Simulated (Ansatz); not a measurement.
CdTe:

```
CELL_PARAMETERS angstrom
0.00000 3.20500 3.20500
3.20500 0.00000 3.20500
3.20500 3.20500 0.00000
ATOMIC_POSITIONS crystal
Te 0.25000 0.25000 0.25000
Cd 0.00000 0.00000 0.00000
```

The cell isn't the ideal one: the cell as VASP's run set it.

Base run:

```yaml
Program: Ansatz 0.2.0
Functional: LDA
Potentials_or_basis: all-electron LAPW, scalar-relativistic
Cutoff: 260 eV (chosen from the basis error)
Basis_error_allowed: 0.001 eV/atom
k_mesh: 7 × 7 × 7
Occupations: gaussian, width 0.05 eV
Spin: no spin polarisation
```

Its results: band gap on the k mesh 0.61 eV, direct; pressure 0.0 GPa.

Task: The run is repeated on the same cell with these changes: functional from LDA to PBE. What comes out?

Result: Band gap on the k mesh 0.87 eV, direct; pressure 4.3 GPa.

PBE binds less tightly than LDA, so the same cell stands under more pressure.

Caveats: spin-orbit coupling is left out, which moves the levels of the heavy elements.

